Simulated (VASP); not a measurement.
Cu: elastic constants with PBEsol

Crystal: Cu.

```
Cu
1.0
     0.00000    1.78452    1.78452
     1.78452    0.00000    1.78452
     1.78452    1.78452    0.00000
Cu
1
Cartesian
  0.0000 0.0000 0.0000
```

The cell was built by a generator and needn't be a form met in nature.

| Property | Result |
| --- | --- |
| Program | VASP 6.6.1 |
| Task | elastic constants |
| Functional | PBEsol |
| Potentials or basis | VASP PAW PBE potentials, release 64 (Cu) |
| Cutoff | 600 eV |
| k mesh | 24 × 24 × 24 |
| Occupations | methfessel-paxton, width 0.2 eV |
| Spin | no spin polarisation |
| Ions in elastic constants | relaxed |
| Further INCAR settings | ALGO = Normal; EDIFF = 1e-08; IBRION = 6; POTIM = 0.015; NSW = 1; ISIF = 3 |

```json
{"Elastic constants C11, C12, C44": "209, 142, 100 GPa", "Voigt bulk modulus": "164 GPa"}
```

Elastic tensor in Voigt notation (GPa, in the Cartesian axes of the cell as first typed):
```
209 142 142   0   0   0
142 209 142   0   0   0
142 142 209   0   0   0
  0   0   0 100   0   0
  0   0   0   0 100   0
  0   0   0   0   0 100
```

Clamped-ion elastic tensor (GPa):
```
209 142 142   0   0   0
142 209 142   0   0   0
142 142 209   0   0   0
  0   0   0 100   0   0
  0   0   0   0 100   0
  0   0   0   0   0 100
```

It took 6.8 min on 8 MPI ranks on Intel(R) Xeon(R) Platinum 8259CL CPU @ 2.50GHz (Skylake/Cascade Lake), on a shared host, peak memory 0.82 GiB a rank.

Caveat: the PAW data sets were made with another functional, which shifts forces and pressure a little.
